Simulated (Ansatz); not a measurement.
A 4-atom cell of CuI (P-3m1) from a materials database, relaxed with r2SCAN+rVV10, was run in Ansatz under altered settings. All numbers are computed, without spin polarisation but where a row says otherwise.

```yaml
crystal:
  lattice:
    - [4.09475, 0.00000, 0.00000]
    - [-2.04738, 3.54616, 0.00000]
    - [0.00000, 0.00000, 7.21002]
  atoms:
    - { symbol: Cu, position: [0.66667, 0.33333, 0.59264] }
    - { symbol: Cu, position: [0.33333, 0.66667, 0.40736] }
    - { symbol: I, position: [0.33333, 0.66667, 0.76450] }
    - { symbol: I, position: [0.66667, 0.33333, 0.23550] }
```

The base run's other keys:
```yaml
kpoints:
  mp_grid: { grid: [6, 6, 2] }
hamiltonian:
  xc: hse06
scf:
  occupations: { method: fixed }
  n_extra_bands: 5
```

It takes 20 iterations with 2029 plane waves at 420 eV and 14 k points, and leaves a mean stress of +2.26 GPa. The gap over this mesh is 2.946 eV. It ran on 4 threads of Arm Neoverse N1, on a shared host.

Outcomes, with energy and stress as changes against the base:
```csv
setting,outcome,ΔF (meV/atom),Δ mean stress (GPa),gap on the mesh (eV),iterations,wall time
"PBE hybrid, exx coeff 0.4, omega 0.3 1/Å",converged,–,+0.3,3.392,24,59 s
hamiltonian.xc: cam_b3lyp,converged,–,+1.4,5.703,24,67 s
"PBE hybrid, exx coeff 0.1, omega 0.2078 1/Å",converged,–,-0.1,2.171,15,47 s
scf.occupations: fermi_dirac 0.5,converged,-8.0,+0.1,2.935,30,60 s
```
A dash marks a value that wasn't obtained or can't be compared. Stress is positive in compression. The base took 54 s. The base's mesh is coarse for a hybrid, so its own values aren't converged.

- PBE hybrid, exx coeff 0.4, omega 0.3 1/Å. That is 40 % exact exchange, screened with ω = 0.3 1/Å, against HSE06's 25 % screened at 0.208 1/Å. The mean stress moves by +0.3 GPa and the gap on the mesh by +0.446 eV (to 3.392). Totals of different functionals aren't comparable.
- hamiltonian.xc: cam_b3lyp. The mean stress moves by +1.4 GPa and the gap on the mesh by +2.757 eV (to 5.703). It's another functional on the same cell, so totals aren't comparable.
- PBE hybrid, exx coeff 0.1, omega 0.2078 1/Å. That is 10 % exact exchange, screened with ω = 0.2078 1/Å, against HSE06's 25 % screened at 0.208 1/Å. The mean stress moves by -0.1 GPa and the gap on the mesh by -0.775 eV (to 2.171). Totals of different functionals aren't comparable.
- scf.occupations: fermi_dirac 0.5. The free energy moves by -8.0 meV an atom, the mean stress by +0.1 GPa and the gap on the mesh by -0.011 eV (to 2.935). The term −TS is -47 meV an atom. A width of 0.5 eV moves electrons across a gap of 2.95 eV: this is no longer the ground state.

No spin-orbit coupling is included; it can move band edges with weight on the heavy atoms by tenths of an eV.

The program warns that its thresholds are loose for a hybrid's stress.

The meshes of the hybrids are coarse, so their gaps aren't converged to the digits shown.
